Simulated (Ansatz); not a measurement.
Crystal: LiCl.

```
Cl Li
1.0
     0.00000    2.56477    2.56477
     2.56477    0.00000    2.56477
     2.56477    2.56477    0.00000
Cl Li
1 1
Direct
  0.50000 0.50000 0.50000
  0.00000 0.00000 0.00000
```

- Program: Ansatz 0.2.0
- Task: relaxation of cell and atoms
- Functional: revPBE
- Dispersion: D3(BJ)
- Potentials or basis: all-electron LAPW, scalar-relativistic
- Basis error allowed: 0.001 eV/atom
- k mesh: 9 × 9 × 9
- Occupations: fermi-dirac, width 0.05 eV
- Spin: no spin polarisation

At the start: volume 16.87 Å³/atom.

Problem. How do energy, volume and symmetry change on relaxing?

Solution. Over 5 steps the energy falls by 9.5 meV/atom and the volume is 15.68 Å³/atom (-7.1 %); space group Fm-3m (No. 225, to 0.05 Å).

Step by step:
```csv
step,energy change (eV),largest force (eV/Å),volume (Å³)
1,0.0000,0.0000,33.74
2,-0.0169,0.0000,32.11
3,-0.0190,0.0000,31.26
4,-0.0190,0.0000,31.36
5,-0.0190,0.0000,31.36
```

Final structure:
```
Cl Li
1.0
     0.00000    2.50292    2.50292
     2.50292    0.00000    2.50292
     2.50292    2.50292    0.00000
Cl Li
1 1
Direct
  0.50000 0.50000 0.50000
  0.00000 0.00000 0.00000
```
